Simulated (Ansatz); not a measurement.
**Molecular dynamics of Li**

Input file:

```yaml
crystal:
  lattice:
    - [7.094447, 0.0, 0.0]
    - [0.0, 7.094447, 0.0]
    - [0.0, 0.0, 7.094447]
  atoms:
    - { symbol: Li, position: [-0.08861149, 0.01623264, 0.16040169] }
    - { symbol: Li, position: [0.36828135, 0.02326858, 0.06743342] }
    - { symbol: Li, position: [0.04682341, 0.56454726, 0.1747496] }
    - { symbol: Li, position: [0.00763485, 0.05750658, 0.5860936] }
    - { symbol: Li, position: [0.2619071, 0.31000628, 0.28551241] }
    - { symbol: Li, position: [0.50306269, 0.53420051, -0.07309092] }
    - { symbol: Li, position: [0.50189346, 0.07950226, 0.66546486] }
    - { symbol: Li, position: [0.7118135, 0.28644067, 0.3033951] }
    - { symbol: Li, position: [-0.0125385, 0.58162475, 0.59394995] }
    - { symbol: Li, position: [0.28143959, 0.76184758, 0.44416856] }
    - { symbol: Li, position: [0.15155859, 0.17827258, 0.87349848] }
    - { symbol: Li, position: [0.3650747, 0.39229723, 0.60468744] }
    - { symbol: Li, position: [0.6423972, 0.72783259, 0.33552469] }
    - { symbol: Li, position: [0.78143036, 0.26374681, 0.93759838] }
    - { symbol: Li, position: [0.15350739, 0.78959168, 0.88432447] }
    - { symbol: Li, position: [0.65858935, 0.7925332, 0.81025916] }
basis:
  ecutwfc: 420.0
kpoints:
  mp_grid: { grid: [2, 2, 2] }
hamiltonian:
  xc: pbe
scf:
  occupations: { method: fermi_dirac, width: 0.1 }
  lower_state_search: "off"
md:
  timestep: 1
  n_steps: 210
  ensemble: npt_langevin
  temperature: 630.0
  initial_velocities: maxwell_boltzmann
  seed: 618370
  friction: 0.005
  pressure: 20.0
  fix_cell: []
```

Run as:

```bash
$ ansatz run input.yaml --threads 1 --pin off --max-ram 3072MiB --backend cpu --events-out ev --progress --plain --runs-dir out
```

It goes on from the last frame of an earlier run, with new velocities.

Output, in part (step lines):

```
md step     0: t =     0.00 fs  T =   590.6 K  F+E_penalty+E_count = -3272.14862115 eV  E_kin = 1.221507 eV  conserved = -3226.67287552 eV  P_inst = 0.3276 GPa  V = 357.0719 Å³  selection 1  (7 SCF iters)
md step     1: t =     1.00 fs  T =   566.4 K  F+E_penalty+E_count = -3272.10774180 eV  E_kin = 1.171340 eV  conserved = -3226.67285667 eV  P_inst = 0.3477 GPa  V = 356.7841 Å³  selection 1  (6 SCF iters)
md step     2: t =     2.00 fs  T =   523.2 K  F+E_penalty+E_count = -3272.07469021 eV  E_kin = 1.082137 eV  conserved = -3226.67286635 eV  P_inst = 0.3710 GPa  V = 355.8875 Å³  selection 1  (6 SCF iters)
md step     3: t =     3.00 fs  T =   491.2 K  F+E_penalty+E_count = -3272.05115753 eV  E_kin = 1.015969 eV  conserved = -3226.67287868 eV  P_inst = 0.4160 GPa  V = 354.3680 Å³  selection 1  (6 SCF iters)
md step     4: t =     4.00 fs  T =   502.0 K  F+E_penalty+E_count = -3272.03912703 eV  E_kin = 1.038191 eV  conserved = -3226.67301354 eV  P_inst = 0.5018 GPa  V = 352.2527 Å³  selection 1  (6 SCF iters)
md step     5: t =     5.00 fs  T =   534.9 K  F+E_penalty+E_count = -3272.03823861 eV  E_kin = 1.106353 eV  conserved = -3226.67322915 eV  P_inst = 0.6166 GPa  V = 349.5662 Å³  selection 1  (4 SCF iters)
md step     6: t =     6.00 fs  T =   536.6 K  F+E_penalty+E_count = -3272.04717696 eV  E_kin = 1.109862 eV  conserved = -3226.67344820 eV  P_inst = 0.7285 GPa  V = 346.3247 Å³  selection 1  (4 SCF iters)
md step     7: t =     7.00 fs  T =   577.4 K  F+E_penalty+E_count = -3272.06414487 eV  E_kin = 1.194156 eV  conserved = -3226.67379601 eV  P_inst = 0.8847 GPa  V = 342.5382 Å³  selection 1  (4 SCF iters)
[... lines left out ...]
```

The steps, from the saved trajectory:

| time (fs) | T (K) | potential energy less start (eV) | conserved less start (meV/atom) | P (GPa) | volume (Å³) |
| --- | --- | --- | --- | --- | --- |
| 0.0 | 591 | 0.000 | 0.00 | 0.3 | 357.1 |
| 7.0 | 577 | 0.084 | -0.06 | 0.9 | 342.5 |
| 14.0 | 792 | -0.091 | -0.22 | 2.6 | 304.9 |
| 21.0 | 1333 | 0.269 | -0.46 | 6.7 | 257.3 |
| 28.0 | 1594 | 2.499 | -0.59 | 14.5 | 210.2 |
| 35.0 | 1564 | 7.388 | -0.52 | 27.3 | 171.2 |
| 42.0 | 1360 | 14.010 | -0.34 | 45.1 | 142.6 |
| 49.0 | 1407 | 20.135 | -0.07 | 65.1 | 124.1 |
| 56.0 | 1928 | 22.837 | -0.21 | 77.4 | 115.7 |
| 63.0 | 1757 | 22.779 | -0.03 | 74.8 | 116.8 |
| 70.0 | 1546 | 19.102 | -0.15 | 60.0 | 126.7 |
| 77.0 | 1474 | 13.413 | -0.44 | 41.4 | 145.0 |
| 84.0 | 1129 | 8.934 | -0.33 | 25.9 | 170.7 |
| 91.0 | 1074 | 5.299 | -0.36 | 15.6 | 202.5 |
| 98.0 | 1068 | 2.836 | -0.30 | 9.0 | 237.2 |
| 105.0 | 896 | 1.687 | -0.15 | 5.3 | 268.5 |
| 112.0 | 831 | 1.225 | -0.04 | 3.6 | 289.6 |
| 119.0 | 861 | 0.841 | -0.03 | 3.3 | 295.8 |
| 126.0 | 1034 | 0.492 | -0.08 | 4.0 | 286.8 |
| 133.0 | 1360 | 0.548 | -0.20 | 6.0 | 264.5 |
| 140.0 | 1402 | 1.682 | -0.26 | 9.8 | 234.6 |
| 147.0 | 1399 | 3.990 | -0.28 | 16.2 | 203.7 |
| 154.0 | 1418 | 7.191 | -0.22 | 25.6 | 176.3 |
| 161.0 | 1703 | 10.604 | -0.19 | 36.6 | 155.4 |
| 168.0 | 1758 | 13.894 | -0.20 | 46.0 | 141.6 |
| 175.0 | 1322 | 16.795 | 0.04 | 51.3 | 134.9 |
| 182.0 | 1326 | 16.515 | 0.02 | 50.6 | 135.3 |
| 189.0 | 1679 | 13.413 | -0.21 | 44.4 | 142.4 |
| 196.0 | 1530 | 10.328 | -0.19 | 35.7 | 155.2 |
| 203.0 | 1307 | 7.248 | -0.19 | 26.6 | 173.5 |
| 210.0 | 1241 | 4.296 | -0.21 | 18.5 | 195.7 |

All steps were run. The conserved energy stayed within 0.59 meV per atom of its start (net change -0.21 meV per atom), so the integration is sound. The mean temperature of the second half is 113 % above the set value. A run of 0.21 ps of so small a system gives no equilibrium averages. Limits of this set-up: coarse k mesh. The cell's volume went from 357 to 196 Å³.

Mean squared displacements from the first frame to the last, about the centre of mass, the cell's change included: Li 1.24 Å².

Last frame:

```xyz
16
Lattice="5.6937 0.5169 -0.2829 0.5169 5.7156 -0.0958 -0.2829 -0.0958 6.0772" Properties=species:S:1:pos:R:3
Li -0.526 -0.408 0.118
Li 2.181 -0.704 0.077
Li -0.006 2.265 1.066
Li 0.090 -0.658 3.738
Li 1.809 0.899 2.269
Li 3.223 2.629 0.287
Li 2.615 0.104 4.106
Li 4.144 1.055 1.889
Li -0.124 2.174 3.234
Li 1.278 4.020 1.393
Li 0.867 1.342 5.283
Li 3.153 2.904 2.679
Li 4.415 4.630 2.006
Li 4.127 1.736 4.593
Li 1.502 3.486 4.750
Li 3.998 4.072 5.283
```

The run took 9.4 min on 1 thread of Arm Neoverse V1, with other jobs on the host, peak memory 0.53 GiB.
